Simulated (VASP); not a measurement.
Write the native input for VASP 6.6.1 that does the following.

```yaml
Task: single point
Functional: PBE
Dispersion: D3(BJ)
Potentials_or_basis: VASP PAW PBE potentials, release 64 (S, Mo_sv)
Cutoff: 520 eV
k_mesh: 12 × 12 × 1
Occupations: gaussian, width 0.01 eV
Spin: no spin polarisation
Dipole_correction: no
Further_INCAR_settings: ALGO = Normal; EDIFF = 1e-07; NBANDS = 20
```

The structure of MoS2 lies in POSCAR:

```
MoS2
1.0
    3.1538248000      0.0000000000      0.0000000000
   -1.5769124000      2.7312923959      0.0000000000
    0.0000000000      0.0000000000     18.1200000000
S Mo
2 1
Direct
    0.3333333333      0.6666666667      0.4134940270
    0.3333333333      0.6666666667      0.5865059730
    0.6666666667      0.3333333333      0.5000000000
```

The cell was built by a generator and needn't be a form met in nature.

The input as run:

INCAR

```
ALGO     = Normal         # electronic algorithm
EDIFF    = 1E-7           # SCF threshold, eV
ENCUT    = 520            # plane-wave cutoff, eV
GGA      = PE             # functional
ISIF     = 2              # what is computed and relaxed
ISMEAR   = 0              # smearing method
IVDW     = 12             # dispersion correction
LASPH    = T              # aspherical terms in the spheres
LCHARG   = T              # write CHGCAR
LELF     = T              # ELF
LREAL    = F              # projectors in reciprocal space
LVHAR    = T            
LWAVE    = F              # write WAVECAR
NBANDS   = 20             # bands
NELM     = 60             # most SCF steps
PREC     = Accurate       # precision mode
SIGMA    = 0.01           # smearing width, eV
```

KPOINTS

```
k-points
0
Gamma
  12 12 1
```

Potentials or basis: VASP PAW PBE potentials, release 64 (S, Mo_sv).

Run with:

```sh
$ cat potpaw_PBE.64/S/POTCAR potpaw_PBE.64/Mo_sv/POTCAR > POTCAR
$ mpirun -np 1 vasp_std > vasp.out
```

It gave:

```yaml
Largest_force: 0.012 eV/Å
Band_gap_on_the_k_mesh: 1.78 eV, direct
Dispersion_energy_per_atom: -0.320 eV
```

Run time: 75 s on 1 thread of Intel(R) Xeon(R) Platinum 8488C (Sapphire Rapids), on a shared host, peak memory 0.28 GiB.
